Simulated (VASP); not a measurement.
## InAs: relaxation of cell and atoms with PBEsol+D3

The system is InAs.

```xyz
2
Lattice="0.0000 3.0180 3.0180 3.0180 0.0000 3.0180 3.0180 3.0180 0.0000" Properties=species:S:1:pos:R:3 pbc="T T T"
In    0.0000    0.0000    0.0000
As    4.5270    4.5270    4.5270
```

```
Program                : VASP 6.6.1
Task                   : relaxation of cell and atoms
Functional             : PBEsol
Dispersion             : D3
Potentials or basis    : VASP PAW PBE potentials, release 64 (In_d, As)
Cutoff                 : 600 eV
k mesh                 : 8 × 8 × 8
Occupations            : fermi-dirac, width 0.05 eV
Spin                   : no spin polarisation
Further INCAR settings : ALGO = Normal; EDIFF = 1e-06; IBRION = 2; EDIFFG = -0.01; NSW = 40; ISIF = 3
```

```
Relaxed volume                         : 27.69 Å³/atom
Relaxed cell                           : a = 4.279 Å, b = 4.279 Å, c = 4.279 Å, α = 60.00°, β = 60.00°, γ = 60.00°
Space group after relaxing (to 0.05 Å) : F-43m (No. 216)
Energy gained by relaxing              : 0.3 meV/atom
Ionic steps                            : 3
Pressure after relaxing                : 0.0 GPa
Band gap on the k mesh                 : none (metal or under the smearing width)
Dispersion energy per atom             : -0.177 eV
```

The path:
| step | energy change (eV) | largest force (eV/Å) | pressure (GPa) | volume (Å³) |
| --- | --- | --- | --- | --- |
| 1 | 0.0000 | 0.0000 | 0.44 | 54.98 |
| 2 | -0.0004 | 0.0000 | -0.17 | 55.58 |
| 3 | -0.0006 | 0.0000 | -0.01 | 55.39 |

Final structure:
```
In As
1.0
     0.00000    3.02550    3.02550
     3.02550    0.00000    3.02550
     3.02550    3.02550    0.00000
In As
1 1
Direct
  0.00000 0.00000 0.00000
  0.75000 0.75000 0.75000
```

Levels at points of the mesh, in eV from the Fermi level:
| k point | band 7 | band 8 | band 9 | band 10 | band 11 | band 12 |
| --- | --- | --- | --- | --- | --- | --- |
| (0.00, 0.00, 0.00) | -0.34 | -0.05 | -0.05 | -0.05 | 3.81 | 3.81 |
| (0.50, 0.00, 0.00) | -5.85 | -1.04 | -1.04 | 0.82 | 4.57 | 4.57 |
| (0.50, 0.50, 0.00) | -5.92 | -2.39 | -2.39 | 1.39 | 1.93 | 9.02 |

It took 50 s on 1 thread of AMD EPYC 9R14 (Zen 4), with other jobs on the host, peak memory 0.2 GiB.

Caveat: the PAW data sets were made with another functional, which shifts forces and pressure a little; pairwise dispersion overbinds metals, which lowers pressure and volume; this crystal is a semiconductor, whose small gap the functional closes, so the metal is an error of the method. Zero-point motion and thermal expansion aren't in these numbers.
